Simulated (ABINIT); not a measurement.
# BaZrO3 (Pm-3m) in ABINIT: a series of runs, part 2 of 2

ABINIT 10.8.3 (patched build). The steps go on from the part before.

### 4 Band structure, WC

Input file run.abi:

```
# Datasets: ground state, then fixed potential
ndtset 2

# Pseudopotentials
pp_dirpath "./"
pseudos "Ba.GGA_PBE-JTH.xml, Zr.GGA_PBE-JTH.xml, O.GGA_PBE-JTH.xml"

# Structure
acell 4.19134 4.19134 4.19134 Angstrom
rprim
     1.0000000000     0.0000000000     0.0000000000
     0.0000000000     1.0000000000     0.0000000000
     0.0000000000     0.0000000000     1.0000000000
ntypat 3
znucl 56 40 8
natom 5
typat 1 2 3 3 3
xred
     0.0000000000     0.0000000000     0.0000000000
     0.5000000000     0.5000000000     0.5000000000
     0.5000000000     0.5000000000     0.0000000000
     0.5000000000     0.0000000000     0.5000000000
     0.0000000000     0.5000000000     0.5000000000

# Plane-wave basis
ecut 23.0
pawecutdg 45.0

# Exchange and correlation
ixc 23

# Bands and occupations
occopt 3
tsmear 0.05 eV

# SCF cycle
nstep 100

# Output
iomode 3
prtwf 0
prteig 0
prtebands 0
prtden1 1

# Dataset 1
kptopt1 1
ngkpt1 6 6 6
nshiftk1 1
shiftk1 0.0 0.0 0.0
nband1 24
tolvrs1 1.0e-9

# Dataset 2: bands along G-X-M-G-R-X
iscf2 -2
getden2 1
nband2 30
nbdbuf2 4
tolwfr2 1.0e-11
kptopt2 -5
ndivsm2 8
prteig2 1
prtvol2 -3
kptbounds2
     0.0000000000     0.0000000000     0.0000000000
     0.0000000000     0.5000000000     0.0000000000
     0.5000000000     0.5000000000     0.0000000000
     0.0000000000     0.0000000000     0.0000000000
     0.5000000000     0.5000000000     0.5000000000
     0.0000000000     0.5000000000     0.0000000000
```

Run with:

```bash
$ abinit run.abi > log 2>&1
```

Run time: 2.6 min. Hardware: 1 thread of Intel Xeon at 2.70GHz, shared host; peak memory 0.18 GiB.

Results (log left out):

```
Free energy                                           : -3323.9815 eV
Pressure                                              : -0.7 GPa
Band gap on the k mesh                                : 3.13 eV, indirect (least direct gap 3.35 eV)
Band gap along the path                               : 3.13 eV, indirect (least direct gap 3.35 eV)
Valence electrons inside the program's atomic spheres : Ba 6.49; Zr 9.01; O 4.53
```

Levels at the corners of the path, in eV from the valence-band top:
| point | band 16 | band 17 | band 18 | band 19 | band 20 | band 21 | band 22 | band 23 | band 24 | band 25 |
| --- | --- | --- | --- | --- | --- | --- | --- | --- | --- | --- |
| Γ | -1.00 | -1.00 | -0.22 | -0.22 | -0.22 | 3.13 | 3.13 | 3.13 | 4.57 | 4.57 |
| X | -1.75 | -1.75 | -1.71 | -0.45 | -0.45 | 3.57 | 5.69 | 5.69 | 6.38 | 6.62 |
| M | -2.43 | -0.94 | -0.94 | -0.79 | -0.07 | 5.66 | 5.66 | 6.44 | 6.47 | 7.67 |
| Γ | -1.00 | -1.00 | -0.22 | -0.22 | -0.22 | 3.13 | 3.13 | 3.13 | 4.57 | 4.57 |
| R | -2.55 | -2.55 | 0.00 | 0.00 | 0.00 | 5.93 | 5.93 | 5.93 | 7.00 | 7.00 |
| X | -1.75 | -1.75 | -1.71 | -0.45 | -0.45 | 3.57 | 5.69 | 5.69 | 6.38 | 6.62 |

Caveat: this set's barium file shifts pressures by 1.5 GPa and gaps by 0.1 eV against other sets; the PAW data sets were made with another functional, which shifts forces and pressure a little; spin-orbit coupling is left out, which moves the levels of the heavy elements.

### 5 Band structure, PBE

Input file run.abi:

```
ndtset 2

pp_dirpath "./"
pseudos "Ba.GGA_PBE-JTH.xml, Zr.GGA_PBE-JTH.xml, O.GGA_PBE-JTH.xml"

acell 3*1.0 Angstrom
rprim
     4.1913400000     0.0000000000     0.0000000000
     0.0000000000     4.1913400000     0.0000000000
     0.0000000000     0.0000000000     4.1913400000
ntypat 3
znucl 56 40 8
natom 5
typat 1 2 3 3 3
xred
     0.0000000000     0.0000000000     0.0000000000
     0.5000000000     0.5000000000     0.5000000000
     0.5000000000     0.5000000000     0.0000000000
     0.5000000000     0.0000000000     0.5000000000
     0.0000000000     0.5000000000     0.5000000000

ecut 23.0
pawecutdg 45.0

ixc 11

occopt 3
tsmear 0.00183747

nstep 100

iomode 3
prtwf 0
prteig 0
prtebands 0
prtden1 1
prtvha1 1
prtvclmb1 1
prtpot1 1

kptopt1 1
ngkpt1 6 6 6
nshiftk1 1
shiftk1 0.0 0.0 0.0
nband1 24
tolvrs1 1.0e-9

iscf2 -2
getden2 1
nband2 30
nbdbuf2 4
tolwfr2 1.0e-11
kptopt2 -5
ndivsm2 8
prteig2 1
kptbounds2
     0.0000000000     0.0000000000     0.0000000000
     0.0000000000     0.5000000000     0.0000000000
     0.5000000000     0.5000000000     0.0000000000
     0.0000000000     0.0000000000     0.0000000000
     0.5000000000     0.5000000000     0.5000000000
     0.0000000000     0.5000000000     0.0000000000
```

Potentials or basis: JTH PAW PBE v2.0.

Run with:

```bash
$ abinit run.abi > log 2>&1
```

run.abo:

```text
.Version 10.8.3 of ABINIT
 DATASET    1 : space group Pm -3 m (#221); Bravais cP (primitive cubic)
================================================================================
 Values of the parameters that define the memory need for DATASET  1.
     intxc =       0    ionmov =       0      iscf =      17    lmnmax =      18
     lnmax =       6     mgfft =      36  mpssoang =       3    mqgrid =    3001
     natom =       5  nloc_mem =       2    nspden =       1   nspinor =       1
    nsppol =       1      nsym =      48    n1xccc =       1    ntypat =       3
    occopt =       3   xclevel =       2
       mpw =        2632          nfft =       46656          nkpt =          20
 PAW method is used; the additional fine FFT grid is defined by:
   mgfftf=        48    nfftf =    110592
================================================================================
================================================================================

 DATASET    2 : space group Pm -3 m (#221); Bravais cP (primitive cubic)
================================================================================
 Values of the parameters that define the memory need for DATASET  2.
     intxc =       0    ionmov =       0      iscf =      -2    lmnmax =      18
     lnmax =       6     mgfft =      36  mpssoang =       3    mqgrid =    3001
     natom =       5  nloc_mem =       2    nspden =       1   nspinor =       1
    nsppol =       1      nsym =      48    n1xccc =       1    ntypat =       3
    occopt =       3   xclevel =       2
       mpw =        2657          nfft =       46656          nkpt =          53
 PAW method is used; the additional fine FFT grid is defined by:
   mgfftf=        48    nfftf =    110592
================================================================================
================================================================================

--------------------------------------------------------------------------------
------------- Echo of variables that govern the present computation ------------
--------------------------------------------------------------------------------
 -outvars: echo values of preprocessed input variables --------
            acell      1.8897261259E+00  1.8897261259E+00  1.8897261259E+00 Bohr
[... 948 lines left out ...]
 kpt#   3, nband= 30, wtk=  1.00000, kpt=  0.0000  0.1250  0.0000 (reduced coord)
  -1.54762   -0.75155   -0.74512   -0.74512   -0.74433   -0.42122   -0.41100   -0.40752
  -0.20285   -0.20285   -0.20214    0.11799    0.12512    0.12512    0.13855    0.13855
   0.13972    0.15692    0.17019    0.17019    0.29973    0.31089    0.31089    0.36111
   0.36138    0.41000    0.45356    0.47189    0.48650    0.49536
 kpt#   4, nband= 30, wtk=  1.00000, kpt=  0.0000  0.1875  0.0000 (reduced coord)
  -1.54760   -0.75333   -0.74508   -0.74508   -0.74370   -0.42202   -0.41086   -0.40237
[... 234 lines left out ...]
  -1.54749   -0.75918   -0.74567   -0.74564   -0.74224   -0.42405   -0.40777   -0.37675
  -0.20242   -0.19948   -0.19764    0.04591    0.09070    0.10334    0.10604    0.11150
   0.13560    0.13692    0.15298    0.15504    0.32587    0.38972    0.39045    0.42547
   0.43554    0.46027    0.46590    0.48097    0.48819    0.52734
 kpt#  52, nband= 30, wtk=  1.00000, kpt=  0.0455  0.5000  0.0455 (reduced coord)
  -1.54751   -0.75968   -0.74510   -0.74509   -0.74189   -0.42680   -0.40963   -0.37623
  -0.20112   -0.20032   -0.19635    0.04622    0.10315    0.10919    0.10989    0.11074
   0.12645    0.12718    0.16093    0.16135    0.31705    0.38995    0.39028    0.41942
   0.42903    0.45195    0.45649    0.48814    0.49212    0.51307
 kpt#  53, nband= 30, wtk=  1.00000, kpt=  0.0000  0.5000  0.0000 (reduced coord)
  -1.54751   -0.75985   -0.74490   -0.74490   -0.74177   -0.42774   -0.41026   -0.37604
  -0.20067   -0.20067   -0.19591    0.04633    0.11034    0.11034    0.11474    0.11667
   0.11667    0.11876    0.16378    0.16378    0.31387    0.39031    0.39031    0.41713
   0.42638    0.44926    0.45288    0.49379    0.49379    0.50490

== END DATASET(S) ==============================================================
================================================================================

 -outvars: echo values of variables after computation  --------
            acell      1.8897261259E+00  1.8897261259E+00  1.8897261259E+00 Bohr
           etotal1    -1.2215664366E+02
            fcart1    -0.0000000000E+00 -0.0000000000E+00 -0.0000000000E+00
                      -0.0000000000E+00 -0.0000000000E+00 -0.0000000000E+00
                      -0.0000000000E+00 -0.0000000000E+00 -0.0000000000E+00
                      -0.0000000000E+00 -0.0000000000E+00 -0.0000000000E+00
                      -0.0000000000E+00 -0.0000000000E+00 -0.0000000000E+00
            rprim      4.1913400000E+00  0.0000000000E+00  0.0000000000E+00
                       0.0000000000E+00  4.1913400000E+00  0.0000000000E+00
                       0.0000000000E+00  0.0000000000E+00  4.1913400000E+00
           strten1    -1.4960525695E-04 -1.4960525695E-04 -1.4960525695E-04
                       0.0000000000E+00  0.0000000000E+00  0.0000000000E+00
           xangst      0.0000000000E+00  0.0000000000E+00  0.0000000000E+00
                       2.0956700000E+00  2.0956700000E+00  2.0956700000E+00
                       2.0956700000E+00  2.0956700000E+00  0.0000000000E+00
                       2.0956700000E+00  0.0000000000E+00  2.0956700000E+00
                       0.0000000000E+00  2.0956700000E+00  2.0956700000E+00
             xred      0.0000000000E+00  0.0000000000E+00  0.0000000000E+00
                       5.0000000000E-01  5.0000000000E-01  5.0000000000E-01
                       5.0000000000E-01  5.0000000000E-01  0.0000000000E+00
                       5.0000000000E-01  0.0000000000E+00  5.0000000000E-01
                       0.0000000000E+00  5.0000000000E-01  5.0000000000E-01
 Calculation completed.
```

Wall time 3.2 min (1 thread of Intel Xeon at 2.70GHz, shared host); peak memory 0.18 GiB.

What came out:

```yaml
Free_energy: -3324.0516 eV
Pressure: 4.4 GPa
Band_gap_on_the_k_mesh: 3.20 eV, indirect (least direct gap 3.42 eV)
Band_gap_along_the_path: 3.20 eV, indirect (least direct gap 3.42 eV)
Valence_electrons_inside_the_program's_atomic_spheres: Ba 6.50; Zr 9.01; O 4.55
```

Levels at the corners of the path, in eV from the valence-band top:
| point | band 18 | band 19 | band 20 | band 21 | band 22 | band 23 |
| --- | --- | --- | --- | --- | --- | --- |
| Γ | -0.22 | -0.22 | -0.22 | 3.20 | 3.20 | 3.20 |
| X | -1.67 | -0.45 | -0.45 | 3.64 | 5.72 | 5.72 |
| M | -0.93 | -0.78 | -0.07 | 5.69 | 5.69 | 6.47 |
| Γ | -0.22 | -0.22 | -0.22 | 3.20 | 3.20 | 3.20 |
| R | 0.00 | 0.00 | 0.00 | 5.99 | 5.99 | 5.99 |
| X | -1.67 | -0.45 | -0.45 | 3.64 | 5.72 | 5.72 |

Caveat: this set's barium file shifts pressures by 1.5 GPa and gaps by 0.1 eV against other sets; spin-orbit coupling is left out, which moves the levels of the heavy elements. Expect the measured gap to be larger: semilocal functionals such as PBE lack the derivative discontinuity.

### 6 Summary

| level | gap on the mesh (eV) | pressure (GPa) |
| --- | --- | --- |
| BLYP | 3.29 | 9.3 |
| SOGGA | 3.09 | -1.7 |
| WC | 3.13 | -0.7 |
| PBE | 3.20 | 4.4 |

Alike in all rows: task band structure; potentials or basis JTH PAW PBE v2.0; no spin polarisation; cell as given; k mesh 6 × 6 × 6; cutoff (eV) 626; smearing fermi-dirac 0.05 eV.

On the cell as given the gap runs from 3.09 eV (SOGGA) to 3.29 eV (BLYP). The pressure there spans -1.7 GPa (SOGGA) to 9.3 GPa (BLYP); a positive pressure means that this level wants a larger cell, a negative one a smaller.

Caveats: this set's barium file shifts pressures by 1.5 GPa and gaps by 0.1 eV against other sets; spin-orbit coupling is left out, which moves the levels of the heavy elements; the PAW data sets were made with another functional, which shifts forces and pressure a little (some runs).

Absolute energies hang on the potentials; compare differences alone.
